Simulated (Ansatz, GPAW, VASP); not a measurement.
## One calculation of NiO, 3 ways

```xyz
2
Lattice="0.0000 2.0859 2.0859 2.0859 0.0000 2.0859 2.0859 2.0859 0.0000" Properties=species:S:1:pos:R:3 pbc="T T T"
Ni    0.0000    0.0000    0.0000
O     2.0859    2.0859    2.0859
```

Alike in all runs: task single point; functional PBE; k mesh 11 × 11 × 11; occupations gaussian, width 0.03 eV; collinear spin, ferromagnetic start; no spin-orbit coupling. The measured crystal is an antiferromagnetic insulator; the state found here is the runs' own. Pressure is positive in compression and, in plane waves, holds the error of the finite cutoff.

```json
{"program and potentials": "GPAW, GPAW PAW data sets (gpaw-data 1.2.1)", "plane-wave cutoff (eV)": "800", "notes": "11 valence electrons an atom on average; this data set often lies off other programs", "pressure (GPa)": "10.21", "net moment per atom (μB)": "0.89"}
{"program and potentials": "Ansatz, all-electron LAPW, scalar-relativistic", "plane-wave cutoff (eV)": "-", "notes": "-", "pressure (GPa)": "6.63", "net moment per atom (μB)": "0.91"}
{"program and potentials": "VASP, PBE PAW files Ni, O, 520 eV", "plane-wave cutoff (eV)": "520", "notes": "8 valence electrons an atom on average", "pressure (GPa)": "5.93", "net moment per atom (μB)": "0.88"}
```

The pressure spans 5.93 (VASP, PBE PAW files Ni, O, 520 eV) to 10.21 GPa (GPAW, GPAW PAW data sets (gpaw-data 1.2.1)), with all-electron results at 6.63. The net moment per atom spans 0.88 (VASP, PBE PAW files Ni, O, 520 eV) to 0.91 μB (Ansatz, all-electron LAPW, scalar-relativistic), with all-electron results at 0.91. The state is the one that the start led to, which needn't be the lowest.

Differences between rows come from potentials, basis sets and numerical settings, since the functional is the same but for its coding. Runs on potential files found faulty are left out.
